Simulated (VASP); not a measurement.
**A VASP 6.6.1 single-point calculation on HfO$_{2}$**

INCAR

```
IBRION = -1
ISIF = 2
ENCUT = 200
LREAL = .FALSE.
ISMEAR = -1
LCHARG = .FALSE.
NELM = 90
LWAVE = .FALSE.
PREC = Accurate
SIGMA = 0.02
LASPH = .TRUE.
EDIFF = 1E-7
GGA = PE
NBANDS = 18
NSW = 0
```

KPOINTS

```
KPOINTS created by Atomic Simulation Environment
0
Gamma
8 8 8
0 0 0
```

POSCAR

```
Hf O
 1.0000000000000000
     0.0377455698000000    2.5416360659000001    2.5416360659000001
     2.5416360659000001    0.0377455698000000    2.5416360659000001
     2.5416360659000001    2.5416360659000001    0.0377455698000000
 Hf  O
   1   2
Cartesian
 -0.0000000000000000 -0.0000000000000000  0.0000000000000000
  1.2750541793330779  1.2750541793330779  1.2750541793330779
  3.8459635222669211  3.8459635222669211  3.8459635222669215
```

The recommended PBE PAW datasets give the neutral cell 22 valence electrons.

Command

```
mpirun -np 1 vasp_std
```

OSZICAR

```
N       E                     dE             d eps       ncg     rms          rms(c)
DAV:   1     0.320051366846E+02    0.32005E+02   -0.72357E+03  2652   0.579E+02
DAV:   2    -0.322876255068E+02   -0.64293E+02   -0.62700E+02  2998   0.180E+02
DAV:   3    -0.336654361216E+02   -0.13778E+01   -0.13750E+01  2774   0.239E+01
DAV:   4    -0.336709039145E+02   -0.54678E-02   -0.54668E-02  2808   0.163E+00
DAV:   5    -0.336709367090E+02   -0.32795E-04   -0.32794E-04  2718   0.109E-01    0.613E+01
DAV:   6    -0.315682144447E+02    0.21027E+01   -0.25698E+00  2450   0.124E+01    0.429E+01
DAV:   7    -0.311256440768E+02    0.44257E+00   -0.12335E+00  2584   0.835E+00    0.855E+00
DAV:   8    -0.310990937620E+02    0.26550E-01   -0.15724E-01  2722   0.254E+00    0.134E+00
DAV:   9    -0.310952052610E+02    0.38885E-02   -0.19008E-02  2618   0.895E-01    0.266E-01
DAV:  10    -0.310949231658E+02    0.28210E-03   -0.16806E-03  2574   0.275E-01    0.384E-02
DAV:  11    -0.310949682855E+02   -0.45120E-04   -0.14231E-04  2540   0.829E-02    0.262E-02
DAV:  12    -0.310949746568E+02   -0.63713E-05   -0.95580E-06  2562   0.194E-02    0.269E-02
DAV:  13    -0.310949748041E+02   -0.14723E-06   -0.98658E-07  2828   0.713E-03    0.108E-02
DAV:  14    -0.310949745794E+02    0.22464E-06   -0.18326E-07  2402   0.279E-03    0.767E-04
DAV:  15    -0.310949745872E+02   -0.77507E-08   -0.53995E-09  1584   0.495E-04
   1 F= -.31094975E+02 E0= -.31094975E+02  d E =-.642956E-11
```

From OUTCAR

```
k-points           NKPTS =     65   k-points in BZ     NKDIM =     65   number of bands    NBANDS=     18

   NELECT =      22.0000    total number of electrons

   dimension x,y,z NGX =    18 NGY =   18 NGZ =   18
   dimension x,y,z NGXF=    36 NGYF=   36 NGZF=   36

  energy-cutoff  :      200.00
  volume of cell :       32.11
      direct lattice vectors                 reciprocal lattice vectors
     0.037745570  2.541636066  2.541636066    -0.201161097  0.198217391  0.198217391
     2.541636066  0.037745570  2.541636066     0.198217391 -0.201161097  0.198217391
     2.541636066  2.541636066  0.037745570     0.198217391  0.198217391 -0.201161097

 k-points in reciprocal lattice and weights: KPOINTS created by Atomic Simulation Env
   0.00000000  0.00000000  0.00000000       0.002
   0.12500000  0.00000000 -0.00000000       0.012
   0.25000000  0.00000000 -0.00000000       0.012
   0.37500000  0.00000000 -0.00000000       0.012
   0.50000000  0.00000000 -0.00000000       0.006
   0.12500000  0.12500000 -0.00000000       0.012
   0.25000000  0.12500000 -0.00000000       0.023
   0.37500000  0.12500000 -0.00000000       0.023
   ...

 E-fermi :   5.0524

 k-point     1 :       0.0000    0.0000    0.0000
  band No.  band energies     occupation
      1     -25.0340      2.00000
      2     -25.0262      2.00000
      3     -25.0262      2.00000
      4     -15.3812      2.00000
      5     -12.5003      2.00000
      6      -0.8294      2.00000
      7      -0.8037      2.00000
      8      -0.8037      2.00000
      9       4.0056      2.00000
     10       4.0056      2.00000
     11       4.1723      2.00000
     12       8.5274      0.00000
     13       8.5274      0.00000
     14      10.0692      0.00000
     15      16.2167      0.00000
     16      16.2244      0.00000
     17      16.2244      0.00000
     18      18.2330      0.00000

 k-point     2 :       0.1250    0.0000   -0.0000
  band No.  band energies     occupation
      1     -25.1062      2.00000
      2     -25.0408      2.00000
      3     -25.0350      2.00000
      4     -15.1700      2.00000
      5     -12.8030      2.00000
      6      -0.8716      2.00000
      7      -0.8127      2.00000
      8      -0.7826      2.00000
      9       3.5240      2.00000
     10       3.7668      2.00000
     11       3.7891      2.00000
     12       8.8379      0.00000
     13       8.8531      0.00000
     14      10.8036      0.00000
     15      14.6563      0.00000
     16      15.4122      0.00000
     17      15.6428      0.00000
     18      18.2164      0.00000

 k-point     3 :       0.2500    0.0000   -0.0000
  band No.  band energies     occupation
      1     -25.2910      2.00000
      2     -25.0592      2.00000
      3     -25.0565      2.00000
      4     -14.7232      2.00000
      5     -13.1280      2.00000
      6      -0.5820      2.00000
      7      -0.4759      2.00000
      8       0.1404      2.00000
      9       2.2701      2.00000
     10       3.0304      2.00000
     11       3.0719      2.00000
     12       9.2815      0.00000
     13       9.3591      0.00000
     14      11.5326      0.00000
     15      14.1256      0.00000
     16      14.7506      0.00000
     17      14.9907      0.00000
     18      17.4986      0.00000

 ...

  Total      -37.8918602    -37.8918602    -37.8918602     -0.3166287     -0.3166287     -0.3166287
  in kB    -1890.9043828  -1890.9043828  -1890.9043828    -15.8006119    -15.8006119    -15.8006119
  external PRESSURE =   -1890.9043828 kB  Pullay stress =       0.0000000 kB

 POSITION                                       TOTAL-FORCE (eV/Angst)
 -----------------------------------------------------------------------------------
      0.00000      0.00000      0.00000         0.000000     -0.000000      0.000000
      1.27505      1.27505      1.27505        -0.065746     -0.065746     -0.065746
      3.84596      3.84596      3.84596         0.065746      0.065746      0.065746
 -----------------------------------------------------------------------------------
    total drift:                                0.000000      0.000000      0.000000

  FREE ENERGIE OF THE ION-ELECTRON SYSTEM (eV)
  ---------------------------------------------------
  free  energy   TOTEN  =       -31.0949745872 eV

  energy  without entropy=      -31.0949745872  energy(sigma->0) =      -31.09497459
```

It converged. Results: gap between bands v and c on the k mesh 3.66 eV; least direct gap on the k mesh 3.66 eV; pressure -189.1 GPa; largest force 0.11 eV/Å. Band v is the last that the valence electrons fill when counted band by band, and c is the next.

These settings aren't sound, so the numbers aren't properties of the crystal.

On sound settings PBE gives a gap of 3.84 eV on its mesh and a pressure of 4.3 GPa for the intended cell.

The run took about 11 s on one core of a shared host (Intel Xeon Platinum 8488C) and held 0.12 GiB at most.
